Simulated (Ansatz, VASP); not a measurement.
This is a calculation of Pb for VASP 6.6.1.

Contents of INCAR:

```
SYSTEM = Pb
PREC     = Accurate       ! precision mode
ENCUT    = 520            ! plane-wave cutoff, eV
EDIFF    = 1E-6           ! SCF threshold, eV
ISMEAR   = -1             ! smearing method
SIGMA    = 0.05           ! smearing width, eV
LREAL    = .FALSE.        ! projectors in reciprocal space
LASPH    = .TRUE.         ! aspherical terms in the spheres
NELM     = 60             ! most SCF steps
ALGO     = Normal         ! electronic algorithm
ISIF     = 2              ! what is computed and relaxed
LWAVE    = .FALSE.        ! write WAVECAR
LCHARG   = .FALSE.        ! write CHGCAR
GGA      = B5             ! functional
ALDAX    = 1.0          
AGGAX    = 1.0          
AGGAC    = 1.0          
ALDAC    = 0.0          
IVDW     = 12             ! dispersion correction
VDW_S6   = 1.0          
VDW_S8   = 2.6996       
VDW_A1   = 0.4298       
VDW_A2   = 4.2359       
NBANDS   = 13             ! bands
```

KPOINTS

```
regular mesh
0
G
  9 9 9
  0 0 0
```

Contents of POSCAR:

```
Pb
1.0
    0.0000000000      2.4584086270      2.4584086270
    2.4584086270      0.0000000000      2.4584086270
    2.4584086270      2.4584086270      0.0000000000
Pb
1
Direct
    0.0000000000      0.0000000000      0.0000000000
```

Potentials or basis: VASP PAW PBE potentials, release 64 (Pb_d).

Command:

```bash
$ cat potpaw_PBE.64/Pb_d/POTCAR > POTCAR
$ mpirun -np 1 vasp_std > vasp.out
```

Problem. Translate it to Ansatz 0.2.0. Potentials there: Ansatz PAW.

Solution. As run (the cutoff follows the program's own potentials):

File input.yaml:

```yaml
crystal:
  lattice:
    - [0.0, 2.458408627, 2.458408627]
    - [2.458408627, 0.0, 2.458408627]
    - [2.458408627, 2.458408627, 0.0]
  atoms:
    - { symbol: Pb, position: [0.0, 0.0, 0.0] }
hamiltonian:
  xc: blyp
  pseudopotentials: { kind: paw }
  dispersion: d3bj
kpoints:
  mp_grid: { grid: [9, 9, 9] }
scf:
  occupations: { method: fermi_dirac, width: 0.05 }
output:
  forces: true
  stress: true
  eigenvalues: true
```

Potentials or basis: Ansatz PAW.

Command:

```console
$ ansatz run input.yaml --threads 2 --pin off --max-ram 5120MiB --backend cpu --events-out ev --progress --plain --runs-dir out
```

Both were run:

|  | VASP | Ansatz | Ansatz less VASP |
| --- | --- | --- | --- |
| gap on the k mesh at the Fermi level (eV) | none | none | - |
| pressure (GPa) | 1.7 | 1.5 | -0.14 |
| dispersion energy (meV/atom) | -1020.4 | -1020.6 | -0.14 |

A gap of «none» marks a metal or a gap that the smearing closes.

Caveats: pairwise dispersion overbinds metals, which lowers pressure and volume; the PAW data sets were made with another functional, which shifts forces and pressure a little (VASP); the PAW data sets come from PBE, with cores solved anew for the run's functional, which leaves a small shift of forces and pressure (Ansatz). The runs have no spin-orbit coupling, so splittings on Pb are missing.
